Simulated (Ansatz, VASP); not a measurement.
**Be in VASP and in Ansatz**

File INCAR:

```
SYSTEM = Be
PREC = Accurate ; ENCUT = 520
EDIFF = 1E-6 ; ISMEAR = -1
SIGMA = 0.1 ; LREAL = .False.
LASPH = .True. ; NELM = 60
ALGO = Normal ; ISIF = 2
LWAVE = .False. ; LCHARG = .False.
GGA = PE ; NBANDS = 7
```

KPOINTS

```
Automatic mesh
0
Gamma
  18 18 18
  0 0 0
```

Contents of POSCAR:

```
Be
1.0
   -1.2756360000      1.2756360000      1.2756360000
    1.2756360000     -1.2756360000      1.2756360000
    1.2756360000      1.2756360000     -1.2756360000
Be
1
Direct
    0.0000000000      0.0000000000      0.0000000000
```

Input for Ansatz:

```yaml
crystal:
  lattice:
    - [-1.275636, 1.275636, 1.275636]
    - [1.275636, -1.275636, 1.275636]
    - [1.275636, 1.275636, -1.275636]
  atoms:
    - { symbol: Be, position: [0.0, 0.0, 0.0] }
  symmetry: { tolerance: 0.0003 }
kpoints:
  mp_grid: { grid: [18, 18, 18], shift: [0, 0, 0] }
  band_path:
    path:
      - [0.0, 0.0, 0.0]
      - [0.5, -0.5, 0.5]
      - [0.0, 0.0, 0.5]
      - [0.0, 0.0, 0.0]
      - [0.25, 0.25, 0.25]
      - [0.5, -0.5, 0.5]
      - [0.25, 0.25, 0.25]
      - [0.0, 0.0, 0.5]
    npoints: 20
magnetization:
  spin_polarized: false
scf:
  occupations: { method: fermi_dirac }
  lower_state_search: "off"
  max_iter: 200
hamiltonian:
  pseudopotentials: { kind: paw }
  xc: pbe
basis:
  ecutwfc: 420
  fft_grid_basis: typed
output:
  forces: true
  stress: true
  eigenvalues: true
  bader: true
  populations: true
  elf: true
  write_potential: true
  volumetric_format: npy
  dos:
    e_range: [-12, 8]
    de: 0.05
    projected: { site_lists: { Be: [Be] } }
checkpoint:
  read: saved_state
```

The cell was built by a generator and needn't be a form met in nature.

Alike in both runs: task single point; functional PBE; k mesh 18 × 18 × 18; no spin polarisation.

|  | VASP | Ansatz |
| --- | --- | --- |
| version | VASP 6.6.1 | Ansatz 0.2.0 |
| potentials or method | VASP PAW PBE potentials, release 64 (Be) | PAW plane waves |
| plane-wave cutoff (eV) | 520 | 420 |
| occupations | fermi-dirac, width 0.1 eV | fermi-dirac |
| valence electrons in the cell | 2 | 2 |

|  | VASP | Ansatz | Ansatz less VASP |
| --- | --- | --- | --- |
| pressure (GPa) | -6.5 | -6.7 | -0.12 |
